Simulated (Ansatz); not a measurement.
# The honeycomb GaN bilayer (AB) between two gates

How do the bands of the honeycomb GaN bilayer (AB) follow a displacement field between two gates?

Method: plane-wave DFT, PBE-D3(BJ), Ansatz PAW, in Ansatz 0.2.0.

Report form: the programs' logs are mostly left out.

**1. The structure**

The cell holds 4 atoms: 2 N and 2 Ga. Its edges and angles: a = 3.210 Å, b = 3.210 Å, c = 37.400 Å, α = 90.0°, β = 90.0°, γ = 120.0°. Regions: layer 1: honeycomb GaN, 2 atoms (1 N and 1 Ga); layer 2: honeycomb GaN, 2 atoms (1 N and 1 Ga). Vacuum lies along c.

**2. Relaxation**

The starting cell is a guess, so the in-plane lattice and the atoms are relaxed first, with the slab cut off from its images along the normal.

input.yaml reads:

```yaml
crystal:
  lattice:
    - [3.21, 0.0, 0.0]
    - [-1.605, 2.7799415461, 0.0]
    - [0.0, 0.0, 37.3999999994]
  atoms:
    - { symbol: "N", position: [0.6666666667, 0.3333333333, 0.4572192513] }
    - { symbol: Ga, position: [0.3333333333, 0.6666666667, 0.4572192513] }
    - { symbol: "N", position: [0.0, 0.0, 0.5427807487] }
    - { symbol: Ga, position: [0.6666666667, 0.3333333333, 0.5427807487] }
  periodic: [true, true, false]
kpoints:
  mp_grid: { grid: [12, 12, 1] }
hamiltonian:
  xc: pbe
  dispersion: d3bj
scf:
  occupations: { method: fermi_dirac, width: 0.05 }
  convergence: { dr2_threshold: 1.0e-09 }
relax:
  f_tol: 0.004
  max_steps: 90
  cell: {}
output:
  write_potential: true
  write_density: true
  volumetric_format: npy
```

Started as:

```console
ansatz run input.yaml --threads 4 --pin off --max-ram 8192MiB --backend cpu --events-out ev --progress --plain --runs-dir out
```

Wall time 23 s (4 threads of AMD EPYC 9R14 (Zen 4), shared host); peak memory 0.68 GiB.

Step by step:

| step | energy less that of the first step (eV) | largest force component (eV/Å) | volume (Å³) |
| --- | --- | --- | --- |
| 1 | 0.0000 | 0.1400 | 333.74 |
| 2 | 0.0103 | 0.1366 | 333.70 |
| 3 | -0.0061 | 0.0255 | 333.74 |
| 4 | -0.0066 | 0.0065 | 333.80 |
| 5 | -0.0066 | 0.0006 | 333.83 |
| 6 | -0.0064 | 0.0010 | 334.42 |
| 7 | -0.0066 | 0.0001 | 334.06 |
| 8* | -0.0067 | 0.0001 | 334.06 |

Relaxation steps marked * repeat the geometry before them on a plane-wave basis chosen anew for their cell, so energy and pressure can jump there. Relaxation steps 2, 6 were tried and not accepted.

The run keeps the 6 symmetry operations that it works with, so distortions that break them were not tested.

| cell as run | before | after | change |
| --- | --- | --- | --- |
| a (Å) | 3.210 | 3.212 | +0.0 % |
| b (Å) | 3.210 | 3.212 | +0.0 % |

The atoms that moved most (Å, along periodic axes as changes of fractional coordinates times the final cell, across vacuum about the mean position):

| atom | dx | dy | dz | length |
| --- | --- | --- | --- | --- |
| Ga4 | 0.000 | 0.000 | -0.090 | 0.090 |
| Ga2 | 0.000 | 0.000 | 0.078 | 0.078 |
| N1 | 0.000 | 0.000 | 0.065 | 0.065 |
| N3 | 0.000 | 0.000 | -0.053 | 0.053 |

Final coordinates:

```xyz
4
Lattice="3.2115 0.0000 0.0000 -1.6058 2.7813 0.0000 0.0000 0.0000 37.4000" Properties=species:S:1:pos:R:3
N     1.6058    0.9271   17.1646
Ga    0.0000    1.8542   17.1778
N     0.0000    0.0000   20.2473
Ga    1.6058    0.9271   20.2103
```

The lattice constant a goes from 3.210 to 3.212 Å.

**3. Gated layer, displacement field 0, start network**

The slab is cut off from its images along the normal. Two sheets of opposite charge stand for the gates, so the stack stays neutral in a displacement field; barriers ahead of the sheets keep electrons from leaking to them. The uncharged case sets the zero.

The cell differs from the one that the last finished run ended in (c 37.400 → 36.283 Å).

input.yaml reads:

```yaml
crystal:
  lattice:
    - [3.2115369061, 0.0, 0.0]
    - [-1.605768453, 2.7812725459, 0.0]
    - [0.0, 0.0, 36.2826226275]
  atoms:
    - { symbol: "N", position: [0.6666666667, 0.3333333333, 0.4575192971] }
    - { symbol: Ga, position: [0.3333333333, 0.6666666667, 0.457882013] }
    - { symbol: "N", position: [0.0, 0.0, 0.5424807029] }
    - { symbol: Ga, position: [0.6666666667, 0.3333333333, 0.5414619215] }
  periodic: [true, true, false]
  symmetry: { detect: true }
kpoints:
  mp_grid: { grid: [54, 54, 1] }
  band_path:
    path: [[0, 0, 0], [0.5, 0, 0], [0.33333333, 0.33333333, 0], [0, 0, 0]]
    npoints: 16
hamiltonian:
  xc: pbe
  dispersion: d3bj
scf:
  occupations: { method: fermi_dirac, width: 0.02585 }
  convergence: { dr2_threshold: 1.0e-10 }
output:
  forces: true
  eigenvalues: true
  dos: { projected: true, e_range: [-3, 3], de: 0.01 }
  write_potential: true
  write_density: true
  volumetric_format: npy
  elf: true
external_charges:
  - { charge: 0, barrier: 10, axis: 3, height: 23.183, sigma: 0.25 }
  - { charge: 0, barrier: 10, axis: 3, height: 13.1, sigma: 0.25 }
```

Wall time 39 s (4 threads); peak memory 1.8 GiB.

Numbers from this step:

```
gap on the k-mesh                                                                   : 1.710 eV
gap along the path                                                                  : 1.710 eV
smallest direct gap along the path                                                  : 1.957 eV
gap, the smaller of path and mesh                                                   : 1.710 eV
potential beyond the upper barrier and gate, less the barrier, from the Fermi level : 4.562 eV
```

Running mean over a fixed 2.5 Å (it still follows the layers) of the planar mean; beyond a gate it holds the 10 eV model barrier. Electron's electrostatic potential energy less the Fermi level against z:

| z (Å) | electron's electrostatic potential energy less the Fermi level (eV) |
| --- | --- |
| 4 | 13.9 |
| 5 | 13.9 |
| 6 | 13.9 |
| 7 | 13.9 |
| 8 | 13.9 |
| 9 | 13.9 |
| 10 | 13.9 |
| 11 | 13.9 |
| 12 | 13.1 |
| 13 | 9.32 |
| 14 | 5.28 |
| 15 | 1.50 |
| 16 | -4.43 |
| 17 | -4.96 |
| 18 | -1.85 |
| 19 | -4.15 |
| 20 | -4.42 |
| 21 | 0.333 |
| 22 | 4.87 |
| 23 | 8.83 |
| 24 | 12.8 |
| 25 | 14.6 |
| 26 | 14.6 |
| 27 | 14.6 |
| 28 | 14.6 |
| 29 | 14.6 |
| 30 | 14.6 |
| 31 | 14.6 |
| 32 | 14.6 |

The density of states has structure finer than the step of the table below, so its rows give means over 0.2 eV, whole bins alone (the curve runs from -3 to 2.8 eV). Peaks (eV: height): -2.92: 3.23, -2.68: 4.20, -2.23: 4.01, -1.95: 3.68, -1.15: 5.08.

The density of states by energy, zero at the Fermi level of the run, which the smearing sets inside the gap; means over each step:

| energy (eV) | density of states (states/eV a cell) |
| --- | --- |
| -2.8 | 2.44 |
| -2.6 | 2.44 |
| -2.4 | 2.03 |
| -2.2 | 2.76 |
| -2.0 | 3.17 |
| -1.8 | 2.72 |
| -1.6 | 1.99 |
| -1.4 | 1.65 |
| -1.2 | 2.90 |
| -1.0 | 2.21 |
| -0.8 | 0.0515 |
| -0.6 | 0 |
| -0.4 | 0 |
| -0.2 | 0 |
| 0.0 | 0 |
| 0.2 | 0 |
| 0.4 | 0 |
| 0.6 | 0 |
| 0.8 | 0.0303 |
| 1.0 | 0.0924 |
| 1.2 | 0.111 |
| 1.4 | 0.132 |
| 1.6 | 0.154 |
| 1.8 | 0.178 |
| 2.0 | 0.205 |
| 2.2 | 0.270 |
| 2.4 | 0.386 |
| 2.6 | 0.445 |

Projected DOS per atom over height of the atomic layer and energy from the Fermi level. Layers: GaN GaN from below.

Ten even steps from '_' (0.00 states/eV) to '@' (1.04 states/eV), each cell a mean:
```
..__
..__
____
____
____
____
____
____
____
____
____
____
____
____
..@@
::%%
--++
##++
%%**
++==
++++
++**
```
Columns: height of the atomic layer (Å) from 16.6 to 19.7; rows upwards: energy from the Fermi level (eV) from -2.98 to 2.77.

Electronic bands along the path, in eV, zero at the Fermi level of the run, which the smearing sets inside the gap:

| point | band 15 | band 16 | band 17 | band 18 | band 19 | band 20 | band 21 | band 22 |
| --- | --- | --- | --- | --- | --- | --- | --- | --- |
| Γ | -1.69 | -1.69 | -1.14 | -1.14 | 0.81 | 2.22 | 4.77 | 5.36 |
| halfway | -3.53 | -2.66 | -2.10 | -1.87 | 2.93 | 3.78 | 4.77 | 5.71 |
| M | -3.49 | -2.92 | -1.97 | -1.16 | 2.89 | 3.73 | 4.58 | 5.00 |
| halfway | -4.57 | -4.01 | -1.79 | -1.03 | 3.24 | 4.34 | 5.36 | 5.74 |
| K | -5.64 | -5.12 | -1.54 | -0.90 | 3.44 | 4.46 | 5.87 | 6.69 |
| halfway | -3.36 | -3.24 | -2.78 | -1.67 | 3.52 | 4.14 | 4.73 | 6.03 |
| Γ | -1.69 | -1.69 | -1.14 | -1.14 | 0.81 | 2.22 | 4.77 | 5.36 |

Valence density in the ca plane at fractional y = 0.333, with atoms of N and Ga within 0.2 Å of it. It is the smooth field of the valence electrons, not physical close to the nuclei.

Ten steps, logarithmic in the rise over the least value, from '0' (0 e/Å³) to '9' (31 e/Å³), each cell a mean:
```
00000000000000000000123210001232100000000000
00000000000000000001245421001577310000000000
00000000000000000001355421002699410000000000
00000000000000000001244421001476310000000000
00000000000000000000122210001122100000000000
00000000000000000000111100000111100000000000
00000000000000000000011100000111100000000000
00000000000000000000111100000111100000000000
```
Columns run along c (16.0 Å, from fractional 0.24 to 0.68 of the cell), rows up along a (3.2 Å). Atoms in or near the plane, at fractional coordinates: N at (0.46, 0.67), Ga at (0.54, 0.67).

Electrostatic potential energy in the ca plane at fractional y = 0.333, with atoms of N and Ga within 0.2 Å of it. With pseudopotentials it is smooth inside the atoms' cores, unlike the true potential.

Values in eV, 5 rows by 16 columns, each cell a mean:
```
 10  10  10  10   6   0   0  -7 -13  -2 -13 -20  -4   0   3  10
 10  10  10  10   6   0   0 -14 -23  -2 -20 -26  -7   0   3  10
 10  10  10  10   6   0   0  -8 -13  -2 -14 -21  -4   0   3  10
 10  10  10  10   6   0  -1  -6 -10  -2  -3  -5   0   0   3  10
 10  10  10  10   6   0  -1  -6 -10  -2  -3  -5   0   0   3  10
```
Columns run along c (16.0 Å, from fractional 0.24 to 0.68 of the cell; values clipped at the 3rd and 97th percentile), rows up along a (3.2 Å). Atoms in or near the plane, at fractional coordinates: N at (0.46, 0.67), Ga at (0.54, 0.67).

ELF in the ca plane at fractional y = 0.333, with atoms of N and Ga within 0.2 Å of it. It is the smooth field of the valence electrons, not physical close to the nuclei.

Values, 5 rows by 16 columns, each cell a mean:
```
0.00 0.00 0.00 0.00 0.00 0.03 0.26 0.68 0.71 0.24 0.20 0.20 0.17 0.03 0.00 0.00
0.00 0.00 0.00 0.00 0.00 0.05 0.38 0.71 0.56 0.34 0.13 0.10 0.17 0.03 0.00 0.00
0.00 0.00 0.00 0.00 0.00 0.03 0.27 0.68 0.71 0.24 0.19 0.19 0.17 0.03 0.00 0.00
0.00 0.00 0.00 0.00 0.00 0.01 0.09 0.26 0.28 0.10 0.36 0.49 0.25 0.03 0.00 0.00
0.00 0.00 0.00 0.00 0.00 0.01 0.09 0.25 0.26 0.10 0.38 0.51 0.25 0.03 0.00 0.00
```
Columns run along c (16.0 Å, from fractional 0.24 to 0.68 of the cell), rows up along a (3.2 Å). Atoms in or near the plane, at fractional coordinates: N at (0.46, 0.67), Ga at (0.54, 0.67).

The gap, the smaller of path and mesh, is 1.710 eV.

**4. Gated layer, displacement field 0.905 V/nm**

input.yaml: that of step 3 with these lines changed.

```diff
@@ -26,3 +26,2 @@
   eigenvalues: true
-  dos: { projected: true, e_range: [-3, 3], de: 0.01 }
   write_potential: true
@@ -30,5 +29,6 @@
   volumetric_format: npy
-  elf: true
 external_charges:
   - { charge: 0, barrier: 10, axis: 3, height: 23.183, sigma: 0.25 }
+  - { charge: -0.004466, axis: 3, height: 24.683, sigma: 0.5 }
   - { charge: 0, barrier: 10, axis: 3, height: 13.1, sigma: 0.25 }
+  - { charge: 0.004466, axis: 3, height: 11.6, sigma: 0.5 }
```

It took 46 s on 4 threads; peak memory 1.7 GiB; 2.9 min of CPU time.

This step gave:

```
gap on the k-mesh                                                                   : 1.668 eV
gap along the path                                                                  : 1.668 eV
smallest direct gap along the path                                                  : 1.916 eV
gap, the smaller of path and mesh                                                   : 1.668 eV
potential beyond the upper barrier and gate, less the barrier, from the Fermi level : 4.925 eV
```

Electronic bands along the path, in eV, zero at the Fermi level of the run, which the smearing sets inside the gap:

| point | band 15 | band 16 | band 17 | band 18 | band 19 | band 20 | band 21 | band 22 |
| --- | --- | --- | --- | --- | --- | --- | --- | --- |
| Γ | -1.72 | -1.72 | -1.12 | -1.12 | 0.79 | 2.23 | 4.67 | 5.44 |
| halfway | -3.54 | -2.70 | -2.08 | -1.87 | 2.90 | 3.78 | 4.76 | 5.72 |
| M | -3.52 | -2.90 | -2.00 | -1.14 | 2.88 | 3.70 | 4.59 | 5.02 |
| halfway | -4.60 | -3.99 | -1.82 | -1.01 | 3.21 | 4.33 | 5.35 | 5.77 |
| K | -5.67 | -5.10 | -1.57 | -0.88 | 3.41 | 4.48 | 5.83 | 6.72 |
| halfway | -3.38 | -3.26 | -2.76 | -1.67 | 3.48 | 4.11 | 4.76 | 6.03 |
| Γ | -1.72 | -1.72 | -1.12 | -1.12 | 0.79 | 2.23 | 4.67 | 5.44 |

The gap, the smaller of path and mesh, is 1.668 eV.

**5. Gated layer, displacement field 1.81 V/nm**

input.yaml: that of step 4 with these lines changed.

```diff
@@ -31,4 +31,4 @@
   - { charge: 0, barrier: 10, axis: 3, height: 23.183, sigma: 0.25 }
-  - { charge: -0.004466, axis: 3, height: 24.683, sigma: 0.5 }
+  - { charge: -0.008932, axis: 3, height: 24.683, sigma: 0.5 }
   - { charge: 0, barrier: 10, axis: 3, height: 13.1, sigma: 0.25 }
-  - { charge: 0.004466, axis: 3, height: 11.6, sigma: 0.5 }
+  - { charge: 0.008932, axis: 3, height: 11.6, sigma: 0.5 }
```

Elapsed: 44 s, on 4 threads; peak memory 1.8 GiB; 2.9 min of CPU time.

The gap, the smaller of path and mesh, is 1.625 eV.

**6. Gated layer, displacement field 2.71 V/nm**

input.yaml: that of step 5 with these lines changed.

```diff
@@ -31,4 +31,4 @@
   - { charge: 0, barrier: 10, axis: 3, height: 23.183, sigma: 0.25 }
-  - { charge: -0.008932, axis: 3, height: 24.683, sigma: 0.5 }
+  - { charge: -0.013398, axis: 3, height: 24.683, sigma: 0.5 }
   - { charge: 0, barrier: 10, axis: 3, height: 13.1, sigma: 0.25 }
-  - { charge: 0.008932, axis: 3, height: 11.6, sigma: 0.5 }
+  - { charge: 0.013398, axis: 3, height: 11.6, sigma: 0.5 }
```

The job ended after 45 s (4 threads; peak memory 1.7 GiB; 3 min of CPU time).

Electronic bands along the path, in eV, zero at the Fermi level of the run, which the smearing sets inside the gap:

| point | band 15 | band 16 | band 17 | band 18 | band 19 | band 20 | band 21 | band 22 |
| --- | --- | --- | --- | --- | --- | --- | --- | --- |
| Γ | -1.79 | -1.79 | -1.08 | -1.08 | 0.75 | 2.24 | 4.47 | 5.60 |
| halfway | -3.56 | -2.76 | -2.04 | -1.86 | 2.83 | 3.78 | 4.74 | 5.74 |
| M | -3.58 | -2.86 | -2.05 | -1.11 | 2.84 | 3.63 | 4.60 | 5.05 |
| halfway | -4.67 | -3.95 | -1.88 | -0.98 | 3.16 | 4.31 | 5.32 | 5.81 |
| K | -5.74 | -5.06 | -1.64 | -0.83 | 3.34 | 4.53 | 5.74 | 6.77 |
| halfway | -3.44 | -3.29 | -2.72 | -1.66 | 3.40 | 4.06 | 4.84 | 6.04 |
| Γ | -1.79 | -1.79 | -1.08 | -1.08 | 0.75 | 2.24 | 4.47 | 5.60 |

The gap, the smaller of path and mesh, is 1.580 eV.

**7. Gated layer, displacement field 3.62 V/nm**

input.yaml: that of step 6 with these lines changed.

```diff
@@ -26,2 +26,3 @@
   eigenvalues: true
+  dos: { projected: true, e_range: [-3, 3], de: 0.01 }
   write_potential: true
@@ -29,6 +30,7 @@
   volumetric_format: npy
+  elf: true
 external_charges:
   - { charge: 0, barrier: 10, axis: 3, height: 23.183, sigma: 0.25 }
-  - { charge: -0.013398, axis: 3, height: 24.683, sigma: 0.5 }
+  - { charge: -0.017864, axis: 3, height: 24.683, sigma: 0.5 }
   - { charge: 0, barrier: 10, axis: 3, height: 13.1, sigma: 0.25 }
-  - { charge: 0.013398, axis: 3, height: 11.6, sigma: 0.5 }
+  - { charge: 0.017864, axis: 3, height: 11.6, sigma: 0.5 }
```

Run time: 53 s. Hardware: 4 threads; peak memory 1.7 GiB; 3.4 min of CPU time.

The gap, the smaller of path and mesh, is 1.533 eV.

**8. Gated layer, displacement field -1.81 V/nm**

input.yaml: that of step 7 with these lines changed.

```diff
@@ -33,4 +33,4 @@
   - { charge: 0, barrier: 10, axis: 3, height: 23.183, sigma: 0.25 }
-  - { charge: -0.017864, axis: 3, height: 24.683, sigma: 0.5 }
+  - { charge: 0.008932, axis: 3, height: 24.683, sigma: 0.5 }
   - { charge: 0, barrier: 10, axis: 3, height: 13.1, sigma: 0.25 }
-  - { charge: 0.017864, axis: 3, height: 11.6, sigma: 0.5 }
+  - { charge: -0.008932, axis: 3, height: 11.6, sigma: 0.5 }
```

It took 48 s on 4 threads; peak memory 1.7 GiB.

The density of states has structure finer than the step of the table below, so its rows give means over 0.2 eV, whole bins alone (the curve runs from -3 to 2.83 eV). Peaks (eV: height): -2.95: 3.29, -2.67: 4.67, -2.23: 5.06, -2.16: 4.51, -1.92: 4.04, -1.18: 7.08.

The density of states by energy, zero at the Fermi level of the run, which the smearing sets inside the gap; means over each step:

| energy (eV) | density of states (states/eV a cell) |
| --- | --- |
| -2.8 | 2.37 |
| -2.6 | 2.37 |
| -2.4 | 1.94 |
| -2.2 | 2.90 |
| -2.0 | 3.10 |
| -1.8 | 2.85 |
| -1.6 | 2.30 |
| -1.4 | 1.78 |
| -1.2 | 3.20 |
| -1.0 | 2.04 |
| -0.8 | 0 |
| -0.6 | 0 |
| -0.4 | 0 |
| -0.2 | 0 |
| 0.0 | 0 |
| 0.2 | 0 |
| 0.4 | 0 |
| 0.6 | 0 |
| 0.8 | 0.0165 |
| 1.0 | 0.0885 |
| 1.2 | 0.107 |
| 1.4 | 0.127 |
| 1.6 | 0.149 |
| 1.8 | 0.172 |
| 2.0 | 0.198 |
| 2.2 | 0.264 |
| 2.4 | 0.377 |
| 2.6 | 0.434 |

The gap, the smaller of path and mesh, is 1.788 eV.

**9. The series together**

This step: plane-wave DFT, PBE-D3(BJ), Ansatz PAW; response to a displacement field between two gates (Ansatz 0.2.0).

The potential behind each gate is read from every run and counted from the uncharged case.

This step gave:

```yaml
electrostatic_distance_between_the_gates: 8.127 Å
geometric_distance_between_the_gates: 13.08 Å
```

Electron's potential behind the upper gate less behind the lower, less the value without field. Step of the electron's potential energy between the gates against displacement field D/eps0:

| displacement field D/eps0 (V/nm) | step of the electron's potential energy between the gates (eV) |
| --- | --- |
| -1.81 | -1.47 |
| 0.00 | 0 |
| 0.90 | 0.736 |
| 1.81 | 1.47 |
| 2.71 | 2.21 |
| 3.62 | 2.94 |

The smaller of the gaps on the path and on the k-mesh, counted as 0 under 0.03 eV. The gap by displacement field D/eps0:

| displacement field D/eps0 (V/nm) | gap (eV) |
| --- | --- |
| -1.81 | 1.79 |
| 0.00 | 1.71 |
| 0.90 | 1.67 |
| 1.81 | 1.62 |
| 2.71 | 1.58 |
| 3.62 | 1.53 |

By hand: 3.62 V/nm over the 13.08 Å between the sheets would give 4.73 V in vacuum; the run has 2.94 V, as over 8.12 Å.

**10. The same run with other settings**

This step: plane-wave DFT, PBE-D3(BJ), Ansatz PAW (Ansatz 0.2.0).

An input spoilt on purpose, to show how the run answers: it repeats the earlier run at 0.905 V/nm with scf.max_iter to 5.

input.yaml, the sections that differ from step 8:

```yaml
scf:
  occupations: { method: fermi_dirac, width: 0.02585 }
  convergence: { dr2_threshold: 1.0e-10 }
  max_iter: 5
output:
  forces: true
  eigenvalues: true
  write_potential: true
  write_density: true
  volumetric_format: npy
external_charges:
  - { charge: 0, barrier: 10, axis: 3, height: 23.183, sigma: 0.25 }
  - { charge: -0.004466, axis: 3, height: 24.683, sigma: 0.5 }
  - { charge: 0, barrier: 10, axis: 3, height: 13.1, sigma: 0.25 }
  - { charge: 0.004466, axis: 3, height: 11.6, sigma: 0.5 }
# crystal, kpoints, hamiltonian: as in step 8
```

The job ended after 29 s (4 threads; peak memory 1.7 GiB).

Residual by cycle:

cycle, log10 residual and a bar from the least value:
```
        1        1.3 ##############################
        2        0.4 ########################
        3       -0.7 ###############
        4       -1.7 ########
        5       -2.7
```

The run stopped without converging, so none of its numbers is a property of the system.

After 5 cycles the residual stands at 0.0019. The cap of 5 cycles in the input ended the loop.

The program's message: “Error: did not converge after 5 iterations: dr2 = 1.88e-3 (threshold 1.00e-10), under the density mixer `msr1`, which `scf.mixing.algorithm: auto` chose by the deck's other keys (type `scf.mixing.algo …”

The fault put into the input: too few SCF iterations.

**11. Results**

```json
{
  "gap with uncharged gates": "1.71 eV",
  "electrostatic distance between the gates": "8.13 Å",
  "geometric distance between the gates": "13.1 Å",
  "gap at 3.62 V/nm": "1.53 eV"
}
```

**Reading.** The gap goes from 1.71 to 1.53 eV at 3.6 V/nm. The layers screen the field: the voltage is that of a vacuum gap 5.0 Å narrower than the real distance. The gates are charged sheets behind model barriers, not atoms. Gaps are the smaller of those on the path and on the mesh; band edges between these points would make them smaller still. Spin-orbit coupling is left out.

[Logs are printed without paths, hosts, clocks, repeated set-up lines and the standing remarks that a program may print on its own settings, such as how far it seeks lower states.]

[Hosts, paths, dates, database ids (printed as entryN), source tags and the programs' standing remarks are cut or masked in the printed files.]

[Maps of the electrostatic potential energy from Ansatz leave out the sawtooth potential of an applied field or a dipole correction, so their vacuum need not be flat; planar profiles and work functions include it.]

[The density of states shown here was stored with 400 of the rows of the run's finer table, so its peaks can read low, often by over a quarter, or be missed, and its means over a window can be off by a tenth or more.]
